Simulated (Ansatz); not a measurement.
**Step by step: Zr, relaxation of cell and atoms**

Level of theory: DFT, PBE, PAW with Ansatz's default frozen-core files, scalar-relativistic in Ansatz 0.2.0.

Command: `ansatz run input.yaml --threads 1 --pin off --max-ram 2048MiB --backend cpu --events-out ev --progress --plain --runs-dir out` The run took 5.1 s on 1 thread of AMD EPYC 7R43 64-Core Processor (Zen 3) (shared host), peak memory 0.38 GiB.

```yaml
crystal:
  lattice:
    - [-1.7852584892, 1.7852584892, 1.7852584892]
    - [1.7852584892, -1.7852584892, 1.7852584892]
    - [1.7852584892, 1.7852584892, -1.7852584892]
  atoms:
    - { symbol: Zr, position: [0.0, 0.0, 0.0] }
kpoints:
  mp_grid: { grid: [16, 16, 16] }
scf:
  occupations: { method: fermi_dirac, width: 0.05 }
hamiltonian:
  xc: pbe
  pseudopotentials: { kind: paw }
output:
  forces: true
  stress: true
relax:
  f_tol: 0.005
  max_steps: 80
  cell: {}
```

The cell is built from the bcc type as a first guess.

The cutoff is 420 eV; energies and pressures of the walk include the program's estimate of the Pulay term.

Each frame lists the cell vectors (Å), then Cartesian positions (Å); symmetry keeps all forces zero. Free energies count from the first step, -4183.7595 eV.

The walk took 4 evaluations in all; steps that aren't listed are left out.

Step 1: E = 0.0 meV, P = 0.32 GPa

```
cell -1.7853 1.7853 1.7853 1.7853 -1.7853 1.7853 1.7853 1.7853 -1.7853
Zr    0.0000    0.0000    0.0000
```

(1) How does the relaxation end?

Results:

(1) It converges, with a = 3.575 Å, b = 3.575 Å, c = 3.575 Å, α = 90.00°, β = 90.00°, γ = 90.00° (conventional cell, space group Im-3m). The last solve (on a basis chosen afresh for the final cell, so its energy is not quite comparable) gives E = -0.1 meV, P = 0.00 GPa:
```
cell -1.7874 1.7874 1.7874 1.7874 -1.7874 1.7874 1.7874 1.7874 -1.7874
Zr    0.0000    0.0000    0.0000
```
